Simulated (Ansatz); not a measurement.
SnO2, 6 atoms in the cell. Symmetry: I4_1/amd, No. 141, tetragonal system. Conventional cell: a = 4.000 Å, b = 4.000 Å, c = 10.247 Å, α = 90.00°, β = 90.00°, γ = 90.00°. Sn (site symmetry -4m2) is surrounded by 6 O at 2.06 to 2.09 Å. O (site symmetry 2mm) has 3 Sn at 2.06 to 2.09 Å as nearest neighbours. Measurements of this composition are mostly on another form, of space group No. 136.

| Quantity | Value |
| --- | --- |
| Program | Ansatz 0.2.0 |
| Task | relaxation of cell and atoms |
| Functional | LDA |
| Potentials or basis | Ansatz PAW |
| Cutoff | 420 eV (not typed: the program's choice for these potentials) |
| k mesh | 9 × 9 × 9 |
| Occupations | fermi-dirac, width 0.05 eV |
| Spin | no spin polarisation |

Potentials or basis: Ansatz PAW.

Launch:

```sh
$ ansatz run input.yaml --threads 2 --pin off --max-ram 5632MiB --backend cpu --events-out ev --progress --plain --runs-dir out
```

Hardware: 2 threads of Intel(R) Xeon(R) Processor @ 2.50GHz (Skylake/Cascade Lake), on a shared host.

Estimate the wall time of this run.

Run time: 72 s on 2 threads of Intel(R) Xeon(R) Processor @ 2.50GHz (Skylake/Cascade Lake) (shared host), peak memory 0.48 GiB. Counts: scf iterations 32, plane waves 1589, k points 75, bands 32, ion steps 6.
